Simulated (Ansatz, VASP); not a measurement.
**TePt in VASP and in Ansatz**

```xyz
2
Lattice="0.0000 3.0156 3.0156 3.0156 0.0000 3.0156 3.0156 3.0156 0.0000" Properties=species:S:1:pos:R:3 pbc="T T T"
Pt    0.0000    0.0000    0.0000
Te    1.5078    1.5078    1.5078
```

Measurements of this composition are mostly on another form, of space group No. 166.

Alike in both runs: task single point; functional PBE; k mesh 9 × 9 × 9; occupations fermi-dirac, width 0.05 eV; no spin polarisation.

|  | VASP | Ansatz |
| --- | --- | --- |
| version | VASP 6.6.1 | Ansatz 0.2.0 |
| potentials or method | VASP PAW PBE potentials, release 64 (Pt, Te), cutoff 520 eV | all-electron LAPW, scalar-relativistic |

Ansatz gave:

```
pressure (GPa) : 0.0
```

Question: What did VASP give for the same quantities?

Answer: Pressure (GPa): -0.2.

Ansatz ran all-electron here, so the differences hold the error of VASP's frozen core and of both bases.

Spin-orbit coupling is left out, which matters for the levels of Pt, Te.
